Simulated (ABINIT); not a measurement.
A run of ABINIT 10.8.3 (patched build):

File run.abi:

```
# Datasets: ground state, then fixed potential
ndtset 2

# Pseudopotentials
pp_dirpath "./"
pseudos "W.GGA_PBE-JTH.xml"

# Structure
acell 2.7407019351 2.7407019351 2.7407019351 Angstrom
rprim
    -0.5773502692     0.5773502692     0.5773502692
     0.5773502692    -0.5773502692     0.5773502692
     0.5773502692     0.5773502692    -0.5773502692
ntypat 1
znucl 74
natom 1
typat 1
xred
     0.0000000000     0.0000000000     0.0000000000

# Plane-wave basis
ecut 15.0
pawecutdg 30.0

# Exchange and correlation
ixc 11

# Bands and occupations
occopt 3
tsmear 0.00183747

# SCF cycle
nstep 100

# Output
iomode 3
prtwf 0
prteig 0
prtebands 0
enunit 1
prtden1 1
prtvha1 1
prtvclmb1 1
prtpot1 1

# Dataset 1
kptopt1 1
ngkpt1 12 12 12
nshiftk1 1
shiftk1 0.0 0.0 0.0
nband1 11
tolvrs1 1.0e-9

# Dataset 2: bands along G-H-N-G-P-H
iscf2 -2
getden2 1
nband2 15
nbdbuf2 2
tolwfr2 1.0e-12
kptopt2 -5
ndivsm2 5
prteig2 1
prtvol2 -3
kptbounds2
     0.0000000000     0.0000000000     0.0000000000
     0.5000000000    -0.5000000000     0.5000000000
     0.0000000000     0.0000000000     0.5000000000
     0.0000000000     0.0000000000     0.0000000000
     0.2500000000     0.2500000000     0.2500000000
     0.5000000000    -0.5000000000     0.5000000000
```

Potentials or basis: JTH PAW PBE v2.0.

The run is started by

```bash
$ abinit run.abi > log 2>&1
```

Hardware: 1 thread of Arm Neoverse V1 (shared host).

**Question.** Estimate the wall time of this run.

**Answer.** Run time: 12 s on 1 thread of Arm Neoverse V1 (shared host), peak memory 0.11 GiB. Counts: scf iterations 14, mpi ranks 1, k points 72, bands 11, plane waves 317.
